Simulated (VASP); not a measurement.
# VASP 6.6.1 run: InP

INCAR

```
LWAVE = .FALSE.
NSW = 0
LREAL = .FALSE.
IBRION = -1
ISIF = 2
ISMEAR = -1
NBANDS = 16
PREC = Accurate
SIGMA = 0.02
GGA = PE
EDIFF = 1E-7
LASPH = .TRUE.
NELM = 98
LCHARG = .FALSE.
ENCUT = 520
```

KPOINTS

```
KPOINTS created by Atomic Simulation Environment
0
Monkhorst-Pack
8 8 8
0 0 0
```

POSCAR

```
In P
 1.0000000000000000
     0.0000000000000000    2.9537876347999998    2.8651740058000001
     2.9537876347999998    0.0000000000000000    2.8651740058000001
     2.9537876347999998    2.9537876347999998    0.0000000000000000
 In  P
   1   1
Cartesian
  0.0000000000000000  0.0000000000000000  0.0000000000000000
  1.4768938173999999  1.4768938173999999  1.4325870029000001
```

The recommended PBE PAW datasets give the neutral cell 18 valence electrons.

Command

```
mpirun -np 1 vasp_std
```

Q: Predict the outcome of this run.

A: It converged. Results: gap between bands v and c on the k mesh 1.21 eV; least direct gap on the k mesh 1.21 eV; pressure 3.8 GPa. Band v is the last that the valence electrons fill when counted band by band, and c is the next.

OSZICAR

```
N       E                     dE             d eps       ncg     rms          rms(c)
DAV:   1     0.113991780731E+03    0.11399E+03   -0.84393E+03  4640   0.126E+03
DAV:   2    -0.109627414025E+01   -0.11509E+03   -0.10988E+03  5112   0.306E+02
DAV:   3    -0.859002140550E+01   -0.74937E+01   -0.74572E+01  6064   0.755E+01
DAV:   4    -0.878633671568E+01   -0.19632E+00   -0.19627E+00  5824   0.131E+01
DAV:   5    -0.879640039473E+01   -0.10064E-01   -0.10064E-01  7112   0.258E+00    0.575E+00
DAV:   6    -0.840070329599E+01    0.39570E+00   -0.62087E-01  7424   0.130E+01    0.346E+00
DAV:   7    -0.837067079970E+01    0.30032E-01   -0.16393E-01  6680   0.325E+00    0.127E+00
DAV:   8    -0.837097215322E+01   -0.30135E-03   -0.16004E-02  5640   0.150E+00    0.341E-01
DAV:   9    -0.837158141560E+01   -0.60926E-03   -0.13257E-03  5968   0.384E-01    0.160E-01
DAV:  10    -0.837172924223E+01   -0.14783E-03   -0.25741E-04  7112   0.218E-01    0.106E-01
DAV:  11    -0.837180333255E+01   -0.74090E-04   -0.11515E-04  5712   0.955E-02    0.426E-02
DAV:  12    -0.837180289002E+01    0.44252E-06   -0.81833E-06  5592   0.295E-02    0.125E-02
DAV:  13    -0.837180325630E+01   -0.36627E-06   -0.14444E-06  5936   0.603E-03    0.966E-03
DAV:  14    -0.837180339626E+01   -0.13997E-06   -0.21263E-07  6192   0.456E-03    0.186E-03
DAV:  15    -0.837180341720E+01   -0.20939E-07   -0.10818E-08  3952   0.922E-04
   1 F= -.83718034E+01 E0= -.83718034E+01  d E =-.280039E-11
```

Standard output (part)

```
POSCAR found type information on POSCAR InP
 POSCAR found :  2 types and       2 ions
 LDA part: xc-table for (Slater+PW92), standard interpolation
 POSCAR, INCAR and KPOINTS ok, starting setup
 WAVECAR not read
 entering main loop
```

The shifted mesh misses Γ, so a band edge there is missed.

For comparison, a separate PBE run of the intended cell, on usual settings and not on those above, gives a gap of 0.65 eV on its mesh and a pressure of 3.8 GPa.
